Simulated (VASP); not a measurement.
## C in VASP 6.6.1, single-point calculation

INCAR

```
SIGMA = 0.01
NBANDS = 11
LREAL = .FALSE.
METAGGA = R2SCAN
PREC = Medium
IBRION = -1
LASPH = .TRUE.
EDIFF = 1E-7
ISIF = 2
LWAVE = .FALSE.
NSW = 0
ISMEAR = 0
ENCUT = 520
LCHARG = .FALSE.
NELM = 54
ALGO = All
```

KPOINTS

```
KPOINTS created by Atomic Simulation Environment
0
Monkhorst-Pack
12 12 12
0 0 0
```

POSCAR

```
C
 1.0000000000000000
     0.0000000000000000    1.7979253840000000    1.7763848549000001
     1.7979253840000000    0.0000000000000000    1.7763848549000001
     1.7979253840000000    1.7979253840000000    0.0000000000000000
 C
   2
Cartesian
  0.0000000000000000  0.0000000000000000  0.0000000000000000
  0.8989626919999999  0.8989626919999999  0.8881924274500000
```

The recommended PBE PAW datasets give the neutral cell 8 valence electrons.

Command

```
mpirun -np 1 vasp_std
```

OSZICAR

```
N       E                     dE             d eps       ncg     rms           ort
DAV:   1    -0.232350216244E+01   -0.23235E+01   -0.56135E+03  5148   0.799E+02
DAV:   2    -0.215372918986E+02   -0.19214E+02   -0.18397E+02  5148   0.125E+02
DAV:   3    -0.219234518945E+02   -0.38616E+00   -0.38509E+00  5148   0.135E+01
DAV:   4    -0.219241091160E+02   -0.65722E-03   -0.65721E-03  5148   0.684E-01
DAV:   5    -0.219241098630E+02   -0.74701E-06   -0.74701E-06  5148   0.220E-02
SDA:   6    -0.195270007089E+02    0.23971E+01   -0.74701E-06  5148   0.262E+00   0.000E+00
CGA:   7    -0.196419587408E+02   -0.11496E+00   -0.11480E+00  5148   0.137E-01   0.748E-03
CGA:   8    -0.196500659150E+02   -0.81072E-02   -0.80810E-02  5148   0.143E-02   0.741E-04
CGA:   9    -0.196508750081E+02   -0.80909E-03   -0.80614E-03  5148   0.102E-03   0.976E-05
CGA:  10    -0.196509314360E+02   -0.56428E-04   -0.55936E-04  5148   0.457E-05   0.193E-05
CGA:  11    -0.196509336564E+02   -0.22203E-05   -0.21779E-05  5148   0.182E-06   0.281E-06
SDA:  12    -0.196509337117E+02   -0.55285E-07   -0.57979E-07  5148   0.465E-07   0.888E-07
   1 F= -.19650934E+02 E0= -.19650934E+02  d E =-.672796-152
```

Standard output (part)

```
POSCAR found type information on POSCAR C
 POSCAR found :  1 types and       2 ions
 LDA part: xc-table for (None), standard interpolation
 POSCAR, INCAR and KPOINTS ok, starting setup
 WAVECAR not read
 entering main loop
 gam= 0.000 g(H,U,f)=  0.213E+00 0.485E-01 0.137E-47 ort(H,U,f) = 0.000E+00 0.000E+00 0.000E+00
 gam= 0.000 trial= 0.400  step=  0.8777 mean=  0.4000
 gam= 0.052 g(H,U,f)=  0.790E-02 0.579E-02 0.000E+00 ort(H,U,f) =-0.158E-01 0.165E-01 0.000E+00
 gam= 0.052 trial= 0.448  step=  1.1773 mean=  0.4478
 gam= 0.104 g(H,U,f)=  0.101E-02 0.414E-03 0.808E-12 ort(H,U,f) =-0.168E-02 0.175E-02 0.297E-11
 gam= 0.104 trial= 0.521  step=  1.1244 mean=  0.5207
 gam= 0.071 g(H,U,f)=  0.896E-04 0.121E-04 0.996-172 ort(H,U,f) =-0.875E-04 0.972E-04 0.687-171
 gam= 0.071 trial= 0.581  step=  1.0917 mean=  0.5811
 gam= 0.045 g(H,U,f)=  0.422E-05 0.353E-06 0.511-155 ort(H,U,f) = 0.449E-07 0.188E-05 0.491-154
 gam= 0.045 trial= 0.632  step=  0.9347 mean=  0.6322
 gam= 0.040 g(H,U,f)=  0.112E-06 0.700E-07 0.825-154 ort(H,U,f) = 0.108E-06 0.173E-06 0.339-153
 gam= 0.040 trial= 0.662  step=  0.6017 mean=  0.6624
 gam= 0.000 g(H,U,f)=  0.149E-07 0.316E-07 0.108-153 ort(H,U,f) = 0.372E-07 0.516E-07 0.192-153
 gam= 0.000 trial= 0.656  step=  0.4333 mean=  0.6563
 final diagonalization occupied
```

From OUTCAR

```
k-points           NKPTS =    468   k-points in BZ     NKDIM =    468   number of bands    NBANDS=     11

   NELECT =       8.0000    total number of electrons

   dimension x,y,z NGX =    14 NGY =   14 NGZ =   14
   dimension x,y,z NGXF=    20 NGYF=   20 NGZF=   24

  energy-cutoff  :      520.00
  volume of cell :       11.48
      direct lattice vectors                 reciprocal lattice vectors
     0.000000000  1.797925384  1.776384855    -0.278098304  0.278098304  0.281470538
     1.797925384  0.000000000  1.776384855     0.278098304 -0.278098304  0.281470538
     1.797925384  1.797925384  0.000000000     0.278098304  0.278098304 -0.281470538

 k-points in reciprocal lattice and weights: KPOINTS created by Atomic Simulation Env
   0.04166667  0.04166667  0.04166667       0.001
   0.12500000  0.04166667  0.04166667       0.002
   0.20833333  0.04166667  0.04166667       0.002
   0.29166667  0.04166667  0.04166667       0.002
   0.37500000  0.04166667  0.04166667       0.002
   0.45833333  0.04166667  0.04166667       0.002
  -0.45833333  0.04166667  0.04166667       0.002
  -0.37500000  0.04166667  0.04166667       0.002
   ...

 E-fermi :   9.7082

 k-point     1 :       0.0417    0.0417    0.0417
  band No.  band energies     occupation
      1     -12.9408      2.00000
      2       9.1490      2.00000
      3       9.3804      2.00000
      4       9.5255      2.00000
      5      15.3709      0.00000
      6      15.5099      0.00000
      7      15.5975      0.00000
      8      23.1090      0.00000
      9      29.8515      0.00000
     10      35.6312      0.00000
     11      36.1358      0.00000

 k-point     2 :       0.1250    0.0417    0.0417
  band No.  band energies     occupation
      1     -12.6742      2.00000
      2       7.7963      2.00000
      3       8.5212      2.00000
      4       9.3246      2.00000
      5      15.6744      0.00000
      6      16.1955      0.00000
      7      16.5664      0.00000
      8      23.3635      0.00000
      9      30.2922      0.00000
     10      33.5635      0.00000
     11      34.8688      0.00000

 k-point     3 :       0.2083    0.0417    0.0417
  band No.  band energies     occupation
      1     -12.0132      2.00000
      2       5.0735      2.00000
      3       7.7006      2.00000
      4       8.6653      2.00000
      5      16.5609      0.00000
      6      17.2527      0.00000
      7      17.6053      0.00000
      8      23.9537      0.00000
      9      30.9984      0.00000
     10      32.1341      0.00000
     11      33.6463      0.00000

 k-point     4 :       0.2917    0.0417    0.0417
  band No.  band energies     occupation
      1     -10.9690      2.00000
      2       2.1136      2.00000
      3       6.9945      2.00000
      4       7.9006      2.00000
      5      17.4574      0.00000
      6      18.0453      0.00000
      7      18.2600      0.00000
      8      24.7414      0.00000
      9      31.3439      0.00000
     10      31.9481      0.00000
     11      33.6514      0.00000

 k-point     5 :       0.3750    0.0417    0.0417
  band No.  band energies     occupation
      1      -9.5729      2.00000
      2      -0.7384      2.00000
      3       6.5105      2.00000
      4       7.2457      2.00000
      5      18.0117      0.00000
      6      18.4184      0.00000
      7      18.5567      0.00000
      8      25.5073      0.00000
      9      31.5466      0.00000
     10      33.0303      0.00000
     11      34.7112      0.00000

 ...

  Total       -0.7534188     -0.7534188      0.0738068      0.0000000      0.0000000      0.0000000
  in kB     -105.1082062   -105.1082062     10.2966588      0.0000000      0.0000000      0.0000000
  external PRESSURE =     -66.6399178 kB  Pullay stress =       0.0000000 kB

 POSITION                                       TOTAL-FORCE (eV/Angst)
 -----------------------------------------------------------------------------------
      0.00000      0.00000      0.00000        -0.000000     -0.000000     -0.000000
      0.89896      0.89896      0.88819         0.000000      0.000000      0.000000
 -----------------------------------------------------------------------------------
    total drift:                               -0.000000     -0.000000      0.000000

  FREE ENERGIE OF THE ION-ELECTRON SYSTEM (eV)
  ---------------------------------------------------
  free  energy   TOTEN  =       -19.6509337117 eV

  energy  without entropy=      -19.6509337117  energy(sigma->0) =      -19.65093371
```

It converged. Results: gap between bands v and c on the k mesh 4.25 eV; least direct gap on the k mesh 5.85 eV; pressure -6.7 GPa. Band v is the last that the valence electrons fill when counted band by band, and c is the next.

These settings aren't sound, so the numbers aren't properties of the crystal. The shifted mesh misses Γ, so a band edge there is missed.

On sound settings r²SCAN gives a gap of 4.00 eV on its mesh and a pressure of -6.7 GPa for the intended cell.

The run took about 46 s on one core of a shared host (Intel Xeon Platinum 8488C) and held 0.2 GiB at most.
